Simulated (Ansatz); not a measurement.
Theory: DFT PBE, scalar-relativistic, plane waves, PAW in Ansatz. All cells share a 420 eV cutoff and Γ-centred k meshes spaced at most about 0.3 Å⁻¹ (about 0.25 or finer for metals, 2π included). No spin polarisation.

All energies are static (0 K, no zero-point motion).

Two forms of Hf4O3 were relaxed alike.

A.

```cif
data_structure
_symmetry_space_group_name_H-M 'I4/mmm'
_symmetry_Int_Tables_number 139
_cell_length_a 4.5664
_cell_length_b 4.5664
_cell_length_c 9.0120
_cell_angle_alpha 90.000
_cell_angle_beta 90.000
_cell_angle_gamma 90.000
_cell_volume 187.92
loop_
_atom_site_label
_atom_site_type_symbol
_atom_site_symmetry_multiplicity
_atom_site_Wyckoff_symbol
_atom_site_fract_x
_atom_site_fract_y
_atom_site_fract_z
_atom_site_occupancy
Hf1 Hf 4 c 0.50000 0.00000 0.00000 1
Hf2 Hf 4 e 0.50000 0.50000 0.23892 1
O1 O 4 d 0.50000 0.00000 0.25000 1
O2 O 2 a 0.00000 0.00000 0.00000 1
```

B.

```cif
data_structure
_symmetry_space_group_name_H-M 'P-42m'
_symmetry_Int_Tables_number 111
_cell_length_a 4.9702
_cell_length_b 4.9702
_cell_length_c 4.7812
_cell_angle_alpha 90.000
_cell_angle_beta 90.000
_cell_angle_gamma 90.000
_cell_volume 118.11
loop_
_atom_site_label
_atom_site_type_symbol
_atom_site_symmetry_multiplicity
_atom_site_Wyckoff_symbol
_atom_site_fract_x
_atom_site_fract_y
_atom_site_fract_z
_atom_site_occupancy
Hf1 Hf 4 n 0.75459 0.75459 0.74285 1
O1 O 2 f 0.50000 0.00000 0.50000 1
O2 O 1 b 0.50000 0.50000 0.50000 1
```

**Question.** Which would you expect to be lower, and how large is the difference?

**Answer.** B is lower, by 73 meV/atom. A has space group I4/mmm (No. 139), 13.4 Å³/atom and no gap on its mesh; B has space group P-42m (No. 111), 16.9 Å³/atom and no gap. Counting O atoms around Hf (those within 1.25 times the shortest such distance or 1.15 times the sum of covalent radii; a slash parts the counts of unlike sites), A has Hf 4/5 and B has Hf 3. The lower one is the more open, so pressure narrows the difference. Both come from invented guesses. The lowest form computed isn't among them: it has space group P-42m (No. 111), 16.7 Å³/atom and lies 38 meV/atom below the best shown.

Spin–orbit coupling, which can matter for Hf, is left out. Cells relaxed within their symmetry can be saddle points. Some candidate types were left out of the draw beforehand, so a known form may be missing.

The 73 meV/atom preference for B goes against a simple count of Hf–O contacts. A is an oxygen-deficient rocksalt structure, with O in octahedral holes of a nearly close-packed Hf lattice. In B, oxygen instead occupies tetrahedral holes, as in fluorite-type HfO2, and is confined to layers separated by oxygen-free gaps. Its Hf–O bonds are fewer but shorter, and their greater individual strength probably outweighs the lost contacts and the closer Hf–Hf approach in A. The absence of a gap in either form fits the composition: oxygen is too scarce to take up all the Hf valence electrons, leaving some in metal-based d states.

The ordering therefore favours tetrahedral over octahedral oxygen only for these two arrangements, not for Hf suboxides in general. Known oxygen-poor phases keep hexagonal close-packed Hf with O in octahedral interstices, a different metal framework from either model. Whether Hf4O3 would survive against separation into oxygen-containing Hf metal and HfO2 remains untested.
